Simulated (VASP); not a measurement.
# SrTiO3 (Pm-3m) in VASP: single point with TB-mBJ

Aim: the single point of SrTiO3 with TB-mBJ.

All numbers are computed with VASP 6.6.1; they aren't measurements. Logs are shortened: lines on timing, memory, paths and dates and some standing lists are left out, and cuts for length are marked.

### 1 The structure

Symmetry: Pm-3m, No. 221, cubic system. Conventional cell: a = 3.905 Å, b = 3.905 Å, c = 3.905 Å, α = 90.00°, β = 90.00°, γ = 90.00°. Sr (site symmetry m-3m) is surrounded by 12 O at 2.76 Å. Around Ti (site symmetry m-3m) lie 6 O at 1.95 Å. Around O (site symmetry 4/mmm) lie 2 Ti at 1.95 Å.

### 2 Single point, TB-mBJ

POSCAR reads:

```
SrTiO3
1.0
    3.9050000000      0.0000000000      0.0000000000
    0.0000000000      3.9050000000      0.0000000000
    0.0000000000      0.0000000000      3.9050000000
Sr Ti O
1 1 3
Direct
    0.0000000000      0.0000000000      0.0000000000
    0.5000000000      0.5000000000      0.5000000000
    0.0000000000      0.5000000000      0.5000000000
    0.5000000000      0.0000000000      0.5000000000
    0.5000000000      0.5000000000      0.0000000000
```

INCAR.step1 reads:

```
SYSTEM = SrTiO3
ALGO = Normal
EDIFF = 1E-5
ENCUT = 520
GGA = PE
ISIF = 2
ISMEAR = -1
LASPH = .True.
LCHARG = .False.
LREAL = .False.
LWAVE = .True.
NBANDS = 28
NELM = 80
PREC = Accurate
SIGMA = 0.05
```

INCAR.step2 reads:

```
SYSTEM = SrTiO3
ALGO = Normal
EDIFF = 1E-6
ENCUT = 520
ISIF = 2
ISMEAR = -1
ISTART = 1
LASPH = .True.
LCHARG = .False.
LREAL = .False.
LWAVE = .False.
METAGGA = MBJ
NBANDS = 28
NELM = 80
PREC = Accurate
SIGMA = 0.05
```

KPOINTS reads:

```
k-points
0
Gamma
  8 8 8
  0 0 0
```

Potentials or basis: VASP PAW PBE potentials, release 64 (Sr_sv, Ti_sv, O).

Run with:

```sh
$ cat potpaw_PBE.64/Sr_sv/POTCAR potpaw_PBE.64/Ti_sv/POTCAR potpaw_PBE.64/O/POTCAR > POTCAR
$ cp INCAR.step1 INCAR
$ mpirun -np 1 vasp_std > vasp.out
$ cp INCAR.step2 INCAR
$ mpirun -np 1 vasp_std > vasp.out
```

OUTCAR:

```text
SYSTEM = SrTiO3
   EDIFF = 1E-6
   ENCUT = 520
   ISIF = 2
   ISMEAR = -1
   ISTART = 1
   LASPH = .True.
   LREAL = .False.
   METAGGA = MBJ
   NELM = 80
   PREC = Accurate

 ion  position               nearest neighbor table
   1  0.000  0.000  0.000-   3 2.76   4 2.76   5 2.76   3 2.76   4 2.76   3 2.76   5 2.76   3 2.76
                             4 2.76   5 2.76   4 2.76   5 2.76   2 3.38   2 3.38   2 3.38   2 3.38
   2  0.500  0.500  0.500-   3 1.95   4 1.95   5 1.95   5 1.95   4 1.95   3 1.95   1 3.38   1 3.38
                             1 3.38   1 3.38   1 3.38   1 3.38   1 3.38   1 3.38
   3  0.000  0.500  0.500-   2 1.95   2 1.95   1 2.76   1 2.76   1 2.76   1 2.76
   4  0.500  0.000  0.500-   2 1.95   2 1.95   1 2.76   1 2.76   1 2.76   1 2.76
   5  0.500  0.500  0.000-   2 1.95   2 1.95   1 2.76   1 2.76   1 2.76   1 2.76

  LATTYP: Found a simple cubic cell.
 ALAT       =     3.9050000000

  Lattice vectors:

 A1 = (   3.9050000000,   0.0000000000,   0.0000000000)
 A2 = (   0.0000000000,   3.9050000000,   0.0000000000)
 A3 = (   0.0000000000,   0.0000000000,   3.9050000000)

Analysis of symmetry for initial positions (statically):
=====================================================================
 Subroutine PRICEL returns:
 Original cell was already a primitive cell.

 Routine SETGRP: Setting up the symmetry group for a
 simple cubic supercell.

 Subroutine GETGRP returns: Found 48 space group operations
 (whereof 48 operations were pure point group operations)
 out of a pool of 48 trial point group operations.

The static configuration has the point symmetry O_h .

Analysis of symmetry for dynamics (positions and initial velocities):
=====================================================================
 Subroutine PRICEL returns:
 Original cell was already a primitive cell.

 Routine SETGRP: Setting up the symmetry group for a
 simple cubic supercell.

 Subroutine GETGRP returns: Found 48 space group operations
 (whereof 48 operations were pure point group operations)
 out of a pool of 48 trial point group operations.

The dynamic configuration has the point symmetry O_h .

 Subroutine INISYM returns: Found 48 space group operations
 (whereof 48 operations are pure point group operations),
 and found     1 'primitive' translations

----------------------------------------------------------------------------------------

                                     Primitive cell

  volume of cell :      59.5474

  direct lattice vectors                    reciprocal lattice vectors
     3.905000000  0.000000000  0.000000000     0.256081946  0.000000000  0.000000000
     0.000000000  3.905000000  0.000000000     0.000000000  0.256081946  0.000000000
     0.000000000  0.000000000  3.905000000     0.000000000  0.000000000  0.256081946

  length of vectors
     3.905000000  3.905000000  3.905000000     0.256081946  0.256081946  0.256081946

  position of ions in fractional coordinates (direct lattice)
     0.000000000  0.000000000  0.000000000
     0.500000000  0.500000000  0.500000000
     0.000000000  0.500000000  0.500000000
     0.500000000  0.000000000  0.500000000
     0.500000000  0.500000000  0.000000000

  ion indices of the primitive-cell ions
   primitive index   ion index
                 1           1
                 2           2
                 3           3
                 4           4
                 5           5

----------------------------------------------------------------------------------------

 KPOINTS: k-points

Automatic generation of k-mesh.
 Grid dimensions read from file:
 generate k-points for:    8    8    8

 Generating k-lattice:

  Cartesian coordinates                     Fractional coordinates (reciprocal lattice)
     0.032010243  0.000000000  0.000000000     0.125000000  0.000000000  0.000000000
     0.000000000  0.032010243  0.000000000     0.000000000  0.125000000  0.000000000
     0.000000000  0.000000000  0.032010243     0.000000000  0.000000000  0.125000000

  Length of vectors
     0.032010243  0.032010243  0.032010243

  Shift w.r.t. Gamma in fractional coordinates (k-lattice)
     0.000000000  0.000000000  0.000000000

 Subroutine IBZKPT returns following result:
 ===========================================

 Found     35 irreducible k-points:

 Following reciprocal coordinates:
            Coordinates               Weight
  0.000000  0.000000  0.000000      1.000000
  0.125000  0.000000  0.000000      6.000000
  0.250000  0.000000  0.000000      6.000000
  0.375000  0.000000  0.000000      6.000000
  0.500000  0.000000  0.000000      3.000000
  0.125000  0.125000  0.000000     12.000000
[... 16 lines left out ...]
  0.375000  0.375000  0.125000     24.000000
  0.500000  0.375000  0.125000     24.000000
 [... further k-points ...]
   k-points           NKPTS =     35   k-points in BZ     NKDIM =     35   number of bands    NBANDS=     28
   number of dos      NEDOS =    301   number of ions     NIONS =      5
   total plane-waves  NPLWV =  27000
   dimension x,y,z NGX =    30 NGY =   30 NGZ =   30
   dimension x,y,z NGXF=    60 NGYF=   60 NGZF=   60
   ions per type =               1   1   3
   NGX,Y,Z   is equivalent  to a cutoff of  12.77, 12.77, 12.77 a.u.
   NGXF,Y,Z  is equivalent  to a cutoff of  25.54, 25.54, 25.54 a.u.
 SYSTEM =  SrTiO3
   PREC   = accura    normal or accurate (medium, high low for compatibility)
   ISTART =      1    job   : 0-new  1-cont  2-samecut
   ICHARG =      0    charge: 1-file 2-atom 10-const
   ISPIN  =      1    spin polarized calculation?
   LNONCOLLINEAR =      F non collinear calculations
   LSORBIT =      F    spin-orbit coupling
   LASPH  =      T    aspherical Exc in radial PAW
   ENCUT  =  520.0 eV  38.22 Ry    6.18 a.u.   7.26  7.26  7.26*2*pi/ulx,y,z
   NELM   =     80;   NELMIN=  2; NELMDL=  0     # of ELM steps
   EDIFF  = 0.1E-05   stopping-criterion for ELM
   LREAL  =      F    real-space projection
   EDIFFG = 0.1E-04   stopping-criterion for IOM
   NSW    =      0    number of steps for IOM
   IBRION =     -1    ionic relax: 0-MD 1-quasi-New 2-CG
   NFREE  =      0    steps in history (QN), initial steepest desc. (CG)
   ISIF   =      2    stress and relaxation
   ISYM   =      2    0-nonsym 1-usesym 2-fastsym
   POTIM  = 0.5000    time-step for ionic-motion
   TEBEG  =    0.0;   TEEND  =   0.0 temperature during run
   PSTRESS=    0.0 pullay stress
   NELECT =      40.0000    total number of electrons
   NUPDOWN=      -1.0000    fix difference up-down
   EMIN   =  10.00;   EMAX   =-10.00  energy-range for DOS
   EFERMI =   0.00;   METHOD = LEGACY
   ISMEAR =    -1;   SIGMA  =   0.05  broadening in eV -4-tet -1-fermi 0-gaus
   EFERMI_NEDOS =   21; number of points for ismear=-14 and -15
   IALGO  =     38    algorithm
   IMIX   =      4    mixing-type and parameters
     AMIX     =   0.40;   BMIX     =  1.00
     AMIX_MAG =   1.60;   BMIX_MAG =  1.00
  volume/ion in A,a.u.               =      11.91        80.37
  Fermi-wavevector in a.u.,A,eV,Ry     =   1.433751  2.709397 27.968714  2.055642
  Thomas-Fermi vector in A             =   2.553235
   LORBIT       =      0    0 simple, 1 ext, 2 COOP (PROOUT), +10 PAW based schemes
   METAGGA = MBJ    functional components
   LHFCALC =     F    Hartree Fock is set to
   AEXX    =    0.0000 exact exchange contribution
   IVDW    =     0    specifies the selected vdW correction
   LEPSILON=     F    determine dielectric tensor
   LRPA    =     F    only Hartree local field effects (RPA)
 non-spin polarized calculation
  energy-cutoff  :      520.00
  volume of cell :       59.55
 maximum number of plane-waves:      1628
 NGX is ok and might be reduce to    30
   NGX = 15   NGY = 15   NGZ = 15

 number of electron      40.0000005 magnetization

 Free energy of the ion-electron system (eV)
  ---------------------------------------------------
  ext. energy  EPLUGINS =         0.00000000
  ---------------------------------------------------
  free energy    TOTEN  =       221.91016132 eV

  energy without entropy =      221.91016132  energy(sigma->0) =      221.91016132

 E-fermi :   5.8116     XC(G=0): -10.4372

 val. band max:        4.6952674949   @ k =   0.5000   0.5000   0.5000
 cond. band min:       7.5241047532   @ k =   0.0000   0.0000   0.0000
 fundamental gap:      2.8288372584
 Fermi energy:         5.8115653628

 k-point     1 :       0.0000    0.0000    0.0000
  band No.  band energies     occupation
      1     -52.8741      2.00000
      2     -28.6383      2.00000
      3     -28.3310      2.00000
      4     -28.3310      2.00000
      5     -28.3309      2.00000
      6     -13.8032      2.00000
[... 20 lines left out ...]
     27      11.6134      0.00000
     28      12.8085      0.00000

 k-point     2 :       0.1250    0.0000    0.0000
  band No.  band energies     occupation
      1     -52.8739      2.00000
      2     -28.6403      2.00000
      3     -28.3384      2.00000
      4     -28.3307      2.00000
      5     -28.3306      2.00000
      6     -13.7931      2.00000
[... 20 lines left out ...]
     27      11.8397      0.00000
     28      13.1503      0.00000

 k-point     3 :       0.2500    0.0000    0.0000
  band No.  band energies     occupation
      1     -52.8733      2.00000
      2     -28.6463      2.00000
      3     -28.3547      2.00000
      4     -28.3300      2.00000
      5     -28.3299      2.00000
      6     -13.8107      2.00000
[... 20 lines left out ...]
     27      12.4149      0.00000
     28      13.6153      0.00000

 k-point     4 :       0.3750    0.0000    0.0000
  band No.  band energies     occupation
      1     -52.8727      2.00000
      2     -28.6542      2.00000
      3     -28.3688      2.00000
      4     -28.3291      2.00000
      5     -28.3290      2.00000
      6     -13.8669      2.00000
[... 578 lines left out ...]
     27      13.8156      0.00000
     28      13.8969      0.00000

 k-point    23 :       0.3750    0.3750    0.1250
  band No.  band energies     occupation
      1     -52.8710      2.00000
      2     -28.6170      2.00000
      3     -28.3987      2.00000
      4     -28.3894      2.00000
      5     -28.3389      2.00000
      6     -13.4104      2.00000
[... 20 lines left out ...]
     27      13.8609      0.00000
     28      14.1563      0.00000

 k-point    24 :       0.5000    0.3750    0.1250
  band No.  band energies     occupation
      1     -52.8708      2.00000
      2     -28.6113      2.00000
      3     -28.4046      2.00000
      4     -28.3984      2.00000
      5     -28.3387      2.00000
      6     -13.3534      2.00000
[... 20 lines left out ...]
     27      13.9181      0.00000
     28      14.2395      0.00000

 [... further k-points ...]

------------------------ aborting loop because EDIFF is reached ----------------------------------------

  FORCE on cell =-STRESS in cart. coord.  units (eV):
  Direction    XX          YY          ZZ          XY          YZ          ZX
  --------------------------------------------------------------------------------------
  -------------------------------------------------------------------------------------
  Total     -108.8645133   -108.8645133   -108.8645133      0.0000000     -0.0000000      0.0000000
  in kB    -2929.0973319  -2929.0973319  -2929.0973319      0.0000000     -0.0000000      0.0000000
  external PRESSURE =   -2929.0973319 kB  Pullay stress =       0.0000000 kB

 VOLUME and BASIS-vectors are now :
 -----------------------------------------------------------------------------
  energy-cutoff  :      520.00
  volume of cell :       59.55
      direct lattice vectors                 reciprocal lattice vectors
     3.905000000  0.000000000  0.000000000     0.256081946  0.000000000  0.000000000
     0.000000000  3.905000000  0.000000000     0.000000000  0.256081946  0.000000000
     0.000000000  0.000000000  3.905000000     0.000000000  0.000000000  0.256081946

 POSITION                                       TOTAL-FORCE (eV/Angst)
 -----------------------------------------------------------------------------------
      0.00000      0.00000      0.00000         0.000000      0.000000      0.000000
      1.95250      1.95250      1.95250         0.000000      0.000000      0.000000
      0.00000      1.95250      1.95250         0.000000      0.000000      0.000000
      1.95250      0.00000      1.95250         0.000000      0.000000      0.000000
      1.95250      1.95250      0.00000         0.000000      0.000000      0.000000
 -----------------------------------------------------------------------------------
    total drift:                                0.000000      0.000000     -0.000000

  FREE ENERGIE OF THE ION-ELECTRON SYSTEM (eV)
  ---------------------------------------------------
  free  energy   TOTEN  =       221.9101613151 eV

  energy  without entropy=      221.9101613151  energy(sigma->0) =      221.91016132
```

Wall time 5.6 min (1 thread of Intel Xeon Platinum 8488C (Sapphire Rapids), shared host); peak memory 0.21 GiB.

What came out:

```yaml
Band_gap_on_the_k_mesh: 2.83 eV, indirect (least direct gap 3.25 eV)
```

Caveat: the PAW data sets were made with another functional, which shifts forces and pressure a little. A k mesh can miss the band edges.
